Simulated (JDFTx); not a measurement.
# SnSe (Fm-3m) in JDFTx: settings compared, part 2 of 2

JDFTx 1.7.0 (patched build). The steps go on from the part before.

## (4) Wannier functions, PBE

The input, wannier.in:

```
lattice \
    0.0000000000     3.0100000000     3.0100000000 \
    3.0100000000     0.0000000000     3.0100000000 \
    3.0100000000     3.0100000000     0.0000000000
latt-scale 1.889726124626 1.889726124626 1.889726124626
coords-type Lattice
ion Sn     0.0000000000     0.0000000000     0.0000000000 1
ion Se     0.5000000000     0.5000000000     0.5000000000 1

ion-species pseudo/Sn.upf
ion-species pseudo/Se.upf
elec-cutoff 43 344
elec-ex-corr gga-PBE
kpoint-folding 5 5 5
elec-smearing Fermi 0.0018374661
elec-n-bands 22
forces-output-coords Cartesian

wannier-initial-state run.$VAR
wannier-dump-name wannier.$VAR
wannier localizationMeasure RealSpace bStart 11 saveWfnsRealSpace no
wannier-minimize nIterations 1000 energyDiffThreshold 1e-6
wannier-center Gaussian 0.5432 0.5633 0.5259 1.2
wannier-center Gaussian 0.3845 0.5501 0.5406 1.2
wannier-center Gaussian 0.5370 0.4123 0.5200 1.2
wannier-center Gaussian 0.5376 0.5431 0.3789 1.2
```

Potentials or basis: PseudoDojo-SR-PBE-0.5-standard.

Launch:

```bash
> wannier -c 1 -i wannier.in -o wannier.out
```

Output:

```text
*************** JDFTx 1.7.0 (patched build) ***************

Input parsed successfully to the following command list (including defaults):
[... the input with its defaults ...]

---------- Setting up symmetries ----------

Found 48 point-group symmetries of the bravais lattice
Found 48 space-group symmetries with basis
Applied RMS atom displacement 0 bohrs to make symmetries exact.

---------- Initializing the Grid ----------
R =
[            0      5.68808      5.68808  ]
[      5.68808            0      5.68808  ]
[      5.68808      5.68808            0  ]
unit cell volume = 368.066
G =
[  -0.552312   0.552312   0.552312  ]
[   0.552312  -0.552312   0.552312  ]
[   0.552312   0.552312  -0.552312  ]
Minimum fftbox size, Smin = [  68  68  68  ]
Chosen fftbox size, S = [  70  70  70  ]

---------- Initializing tighter grid for wavefunction operations ----------
R =
[            0      5.68808      5.68808  ]
[      5.68808            0      5.68808  ]
[      5.68808      5.68808            0  ]
unit cell volume = 368.066
G =
[  -0.552312   0.552312   0.552312  ]
[   0.552312  -0.552312   0.552312  ]
[   0.552312   0.552312  -0.552312  ]
Minimum fftbox size, Smin = [  48  48  48  ]
Chosen fftbox size, S = [  48  48  48  ]

---------- Exchange Correlation functional ----------
Initalized PBE GGA exchange.
Initalized PBE GGA correlation.

---------- Setting up pseudopotentials ----------
Width of ionic core gaussian charges (only for fluid interactions / plotting) set to 0

Reading pseudopotential file 'pseudo/Sn.upf':
  'Sn' pseudopotential, 'PBE' functional
  Generated using ONCVPSP code by D. R. Hamann
  14 valence electrons, 3 orbitals, 6 projectors, 1001 radial grid points, with lMax = 2
    4D    l: 2   occupation: 10.0   eigenvalue: -0.949566
    5S    l: 0   occupation:  2.0   eigenvalue: -0.387678
    5P    l: 1   occupation:  2.0   eigenvalue: -0.135764
  Core radius for overlap checks: 2.33 bohrs.

Reading pseudopotential file 'pseudo/Se.upf':
  'Se' pseudopotential, 'PBE' functional
  Generated using ONCVPSP code by D. R. Hamann
  16 valence electrons, 3 orbitals, 6 projectors, 1001 radial grid points, with lMax = 2
    3D    l: 2   occupation: 10.0   eigenvalue: -1.952304
    4S    l: 0   occupation:  2.0   eigenvalue: -0.635300
    4P    l: 1   occupation:  4.0   eigenvalue: -0.239292
  Core radius for overlap checks: 1.83 bohrs.

Initialized 2 species with 2 total atoms.

Folded 1 k-points by 5x5x5 to 125 k-points.

---------- Setting up k-points, bands, fillings ----------
Reduced to 10 k-points under symmetry.
Computing the number of bands and number of electrons
Reading initial fillings from 'run.fillings'.
nElectrons:  30.000000   nBands: 22   nStates: 10

----- Setting up reduced wavefunction bases (one per k-point) -----
average nbasis = 4955.864 , ideal nbasis = 4957.044

---------- Setting up ewald sum ----------
Optimum gaussian width for ewald sums = 2.583426 bohr.
Real space sum over 1331 unit cells with max indices [  5  5  5  ]
Reciprocal space sum over 2197 terms with max indices [  6  6  6  ]

---------- Allocating electronic variables ----------
Reading eigenvalues from 'run.eigenvals'.
Initializing wave functions:  reading from 'run.wfns'

----- Initializing Supercell corresponding to k-point mesh -----
Lattice vector linear combinations in supercell:
[   5   0   0  ]
[   0   5   0  ]
[   0   0   5  ]
Supercell lattice vectors:
[  0  28.4404  28.4404  ]
[  28.4404  0  28.4404  ]
[  28.4404  28.4404  0  ]

---------- Initializing Wannier Function solver ----------

---------- Initializing supercell grid for Wannier functions ----------
R =
[            0      28.4404      28.4404  ]
[      28.4404            0      28.4404  ]
[      28.4404      28.4404            0  ]
unit cell volume = 46008.3
G =
[  -0.110462   0.110462   0.110462  ]
[   0.110462  -0.110462   0.110462  ]
[   0.110462   0.110462  -0.110462  ]
Minimum fftbox size, Smin = [  120  120  120  ]
Chosen fftbox size, S = [  120  120  120  ]
Constructing Wigner-Seitz cell: 12 faces (12 quadrilaterals, 0 hexagons)
nbasis = 6231 for k = [   0.000   0.000   0.000  ]
nbasis = 619483 for k = [   0.000   0.000   0.000  ]

WannierMinimize: Iter:   0  Omega:  1.928472293043287e+02  |grad|_K:  7.516e+00
WannierMinimize: Iter:   1  Omega:  1.842637251827490e+02  |grad|_K:  6.401e+00  alpha:  2.937e-01  linmin: -2.558e-02
WannierMinimize: Iter:   2  Omega:  1.777701810597774e+02  |grad|_K:  6.087e+00  alpha:  1.000e+00  linmin: -6.020e-01
WannierMinimize: Iter:   3  Omega:  1.654097963890686e+02  |grad|_K:  8.422e+00  alpha:  4.395e-01  linmin: -2.348e-02
WannierMinimize: Iter:   4  Omega:  1.552819228111279e+02  |grad|_K:  8.644e+00  alpha:  1.000e+00  linmin: -1.740e-01
WannierMinimize: Iter:   5  Omega:  1.476315308498840e+02  |grad|_K:  1.074e+01  alpha:  1.000e+00  linmin:  3.936e-01
WannierMinimize: Iter:   6  Omega:  1.340439935130996e+02  |grad|_K:  7.533e+00  alpha:  1.000e+00  linmin: -6.058e-02
WannierMinimize: Iter:   7  Omega:  1.258154306060106e+02  |grad|_K:  4.670e+00  alpha:  1.000e+00  linmin: -1.444e-01
WannierMinimize: Iter:   8  Omega:  1.221331484450787e+02  |grad|_K:  3.205e+00  alpha:  1.000e+00  linmin: -3.597e-02
WannierMinimize: Iter:   9  Omega:  1.202855178290173e+02  |grad|_K:  2.325e+00  alpha:  1.000e+00  linmin: -1.035e-01
[... 63 further cycles ...]
WannierMinimize: Iter:  73  Omega:  6.926434802959787e+01  |grad|_K:  4.165e-02  alpha:  1.000e+00  linmin: -1.856e-01
WannierMinimize: Iter:  74  Omega:  6.926413194114677e+01  |grad|_K:  2.382e-02  alpha:  1.000e+00  linmin:  3.157e-02
WannierMinimize: Iter:  75  Omega:  6.926407466858080e+01  |grad|_K:  1.551e-02  alpha:  1.000e+00  linmin: -7.610e-02
WannierMinimize: Iter:  76  Omega:  6.926404885864881e+01  |grad|_K:  1.022e-02  alpha:  1.000e+00  linmin: -4.943e-01
WannierMinimize: Iter:  77  Omega:  6.926402517109126e+01  |grad|_K:  7.104e-03  alpha:  1.000e+00  linmin: -2.151e-01
WannierMinimize: Iter:  78  Omega:  6.926401384193400e+01  |grad|_K:  7.677e-03  alpha:  1.000e+00  linmin: -2.295e-02
WannierMinimize: Iter:  79  Omega:  6.926400780062541e+01  |grad|_K:  3.096e-03  alpha:  1.000e+00  linmin: -1.697e-01
WannierMinimize: Iter:  80  Omega:  6.926400628666971e+01  |grad|_K:  1.911e-03  alpha:  1.000e+00  linmin: -4.139e-01
WannierMinimize: Iter:  81  Omega:  6.926400541734570e+01  |grad|_K:  1.374e-03  alpha:  1.000e+00  linmin: -2.905e-01
WannierMinimize: Iter:  82  Omega:  6.926400505723450e+01  |grad|_K:  1.749e-03  alpha:  1.000e+00  linmin:  1.596e-01
WannierMinimize: Converged (|Delta Omega|<1.000000e-06 for 2 iters).

Optimum spread:
	Omega:  6.926400505723450e+01
	OmegaI: 6.004275630622955e+01

Centers in lattice coords:
	[ 0.500224 0.500774 0.499918 ] spread: 16.5162 bohr^2
	[ 0.00910049 0.0133942 0.988962 ] spread: 19.7542 bohr^2
	[ 0.50014 0.499746 0.499945 ] spread: 16.4763 bohr^2
	[ 0.500158 0.500342 0.499272 ] spread: 16.5173 bohr^2
Dumping 'wannier.mlwfH' ... done. Relative discarded imaginary part: 2.669765e-07
Done!
```

Run time: 2 min. Hardware: 1 thread of Arm Neoverse N1, shared host; peak memory 0.31 GiB.

Results:

| Property | Result |
| --- | --- |
| Total Wannier spread | 19.40 Å² over 4 functions |

Wannier centres (Å) and spreads (Å²):
| function | x | y | z | spread |
| --- | --- | --- | --- | --- |
| 1 | 3.012 | 3.010 | 3.013 | 4.625 |
| 2 | 3.017 | 3.004 | 0.068 | 5.532 |
| 3 | 3.009 | 3.010 | 3.010 | 4.614 |
| 4 | 3.009 | 3.008 | 3.011 | 4.625 |

Caveat: the k mesh is coarse (spacing up to 0.36 Å⁻¹), so the values aren't converged; the spread may have ended in a local minimum; this odd mesh misses L, where the gap lies, so gap, dielectric constants and Born charges aren't listed.
